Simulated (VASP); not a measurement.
**LiF: band structure with HSE06**

Crystal: LiF.

```
Li F
1.0
     0.00000    1.97904    1.97904
     1.97904    0.00000    1.97904
     1.97904    1.97904    0.00000
Li F
1 1
Direct
  0.00000 0.00000 0.00000
  0.50000 0.50000 0.50000
```

The cell was built by a generator and needn't be a form met in nature.

```
Program                            : VASP 6.6.1
Task                               : band structure
Functional                         : HSE06
Potentials or basis                : VASP PAW PBE potentials, release 64 (Li_sv, F)
Cutoff                             : 520 eV
k mesh                             : 8 × 8 × 8
Occupations                        : gaussian, width 0.02 eV
Spin                               : no spin polarisation
Grid for exact exchange (PRECFOCK) : Fast
Screening parameter                : 0.2 1/A
Further INCAR settings             : ALGO = Normal; EDIFF = 1e-06
```

- Band gap on the k mesh: 11.93 eV, direct
- Band gap along the path: 11.93 eV, direct

Levels at the corners of the path, in eV from the valence-band top:
```csv
point,band 1,band 2,band 3,band 4,band 5,band 6,band 7,band 8,band 9
Γ,-42.86,-21.73,0.00,0.00,0.00,11.93,27.36,27.40,27.41
X,-42.76,-20.92,-3.37,-1.14,-1.14,17.97,19.06,20.70,23.63
X,-42.76,-20.92,-3.37,-1.14,-1.14,17.97,19.06,20.70,23.63
W,-42.76,-20.95,-2.34,-2.34,-0.91,18.05,18.05,20.54,22.68
W,-42.76,-20.95,-2.34,-2.34,-0.91,18.05,18.05,20.54,22.68
K,-42.76,-20.97,-2.81,-1.76,-0.84,17.33,17.98,21.74,22.90
K,-42.76,-20.97,-2.81,-1.76,-0.84,17.33,17.98,21.74,22.90
Γ,-42.86,-21.73,0.00,0.00,0.00,11.93,27.36,27.37,27.41
Γ,-42.86,-21.73,0.00,0.00,0.00,11.93,27.36,27.38,27.41
L,-42.78,-21.23,-2.83,-0.27,-0.27,13.43,20.11,21.86,21.86
L,-42.78,-21.23,-2.83,-0.27,-0.27,13.43,20.11,21.86,21.86
U,-42.76,-20.97,-2.81,-1.76,-0.84,17.33,17.98,21.74,22.90
U,-42.76,-20.97,-2.81,-1.76,-0.84,17.33,17.98,21.74,22.90
W,-42.76,-20.95,-2.34,-2.34,-0.91,18.05,18.05,20.54,22.68
W,-42.76,-20.95,-2.34,-2.34,-0.91,18.05,18.05,20.54,22.68
L,-42.78,-21.23,-2.83,-0.27,-0.27,13.43,20.11,21.86,21.86
L,-42.78,-21.23,-2.83,-0.27,-0.27,13.43,20.11,21.86,21.86
K,-42.76,-20.97,-2.81,-1.76,-0.84,17.33,17.98,21.74,22.90
U,-42.76,-20.97,-2.81,-1.76,-0.84,17.33,17.98,21.74,22.90
X,-42.76,-20.92,-3.37,-1.14,-1.14,17.97,19.06,20.70,23.63
```

Run time: 5.6 min on 4 MPI ranks on Intel(R) Xeon(R) Platinum 8488C (Sapphire Rapids), on a shared host, peak memory 0.28 GiB a rank.
